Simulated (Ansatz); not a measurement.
# Ti (Im-3m), rigid cleavage

All numbers below come from DFT PBEsol, scalar-relativistic, plane waves, PAW in Ansatz. Settings: plane waves to 420 eV, k-mesh 22×22×7 (Γ-centred), Gaussian smearing 0.15 eV. No spin polarisation. Energies are free energies at this smearing, counted from the undisturbed cell; pressure is positive in compression.

The starting cell (relaxed at this level; this bcc form isn't the usual structure):

```yaml
crystal:
  lattice:
    - [-1.60512, 1.60512, -1.60512]
    - [-1.60512, -1.60512, 1.60512]
    - [0.00000, 6.42046, 6.42046]
  atoms:
    - { symbol: Ti, position: [0.00000, 0.00000, 0.87500] }
    - { symbol: Ti, position: [0.50000, 0.50000, 0.12500] }
    - { symbol: Ti, position: [0.00000, 0.00000, 0.37500] }
    - { symbol: Ti, position: [0.50000, 0.50000, 0.62500] }
```

The cut lies on the cell's a–b face, a (0 1 1) plane (indices in the standard cell, whose axes needn't be the Cartesian ones shown) of area 7.29 Å², between layers 2.27 Å apart. Vector c is lengthened by d along the normal with the atoms' Cartesian places fixed: one unrelaxed cut a cell. The cell is metallic on the mesh throughout.

| d (Å) | energy (J/m²) |
| --- | --- |
| -0.30 | 0.28 |
| -0.15 | 0.06 |
| 0.00 | 0.00 |
| 0.25 | 0.11 |
| 0.50 | 0.38 |
| 0.75 | 0.78 |
| 1.00 | 1.24 |
| 1.50 | 2.14 |
| 2.00 | 2.84 |
| 3.00 | 3.64 |
| 4.50 | 4.01 |
| 6.00 | 4.05 |

Q: Predict the traction dE/dd (GPa) at each point.

A:
```csv
d (Å),traction dE/dd (GPa)
-0.30,-20.9
-0.15,-9.0
0.00,0.0
0.25,7.5
0.50,14.0
0.75,17.7
1.00,18.8
1.50,16.3
2.00,11.8
3.00,4.9
4.50,0.8
6.00,0.1
```

Cost: 12 runs of about 15 core-minutes in all, on Arm Neoverse V1 (shared hosts).